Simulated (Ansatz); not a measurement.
## Structures of CoO: which is lowest?

Plane-wave DFT in Ansatz with scalar-relativistic PAW potentials, cutoff 420 eV, Γ-centred meshes chosen by cell and gap, Gaussian smearing with energies taken to zero width. Every cell was relaxed (cell and atoms) in a run of its own, within the symmetry of its start. U_eff on d shells: Co 3.32 eV. Functional: PBE+U.

Relaxed structures (starts from databases or built by putting these elements on another compound's sites):
A. P6_3mc, 4 atoms in the computed cell, a = 3.285 Å, c = 5.295 Å; sites (symmetry × multiplicity) Co 3m. × 2, O 3m. × 2; start: database
B. R3m, 4 atoms in the computed cell, a = 3.273 Å, c = 7.921 Å; sites (symmetry × multiplicity) Co 3m × 3, O 3m × 3; start: database
C. R-3m, 2 atoms in the computed cell, a = 3.073 Å, c = 7.421 Å; sites (symmetry × multiplicity) Co -3m × 3, O -3m × 3; start: database
D. Fm-3m, 2 atoms in the computed cell, a = 4.271 Å; sites (symmetry × multiplicity) Co m-3m × 4, O m-3m × 4; start: database
E. I4/mmm, 2 atoms in the computed cell, a = 2.998 Å, c = 4.531 Å; sites (symmetry × multiplicity) Co 4/mmm × 2, O 4/mmm × 2; start: database

**Question.** Rank them by energy. Could pressure change the order?

**Answer.**
| structure | group | E − E(lowest) (meV/atom) | V (Å³/atom) | gap on mesh (eV) |
| --- | --- | --- | --- | --- |
| B | R3m | 0.0 | 12.25 | 1.00 |
| A | P6_3mc | 7.1 | 12.37 | 1.12 |
| C | R-3m | 101 | 10.12 | 1.17 |
| E | I4/mmm | 173 | 10.18 | 0.14 |
| D | Fm-3m | 527 | 9.74 | 0.00 |

B is lowest, 7 meV/atom under A. C is denser by 2.13 Å³/atom, so pressure favours it: ΔE/ΔV, with ΔE in eV and 1 eV/Å³ = 160.2 GPa, gives about 8 GPa for equal enthalpy if both cells were rigid, a rough figure since the two compress differently. Other structures may lie lower than all of these, and vibrations aren't counted.

The state reached may not be the lowest one. Magnetic cells started from one order each; another order can shift an energy by tens of meV per atom.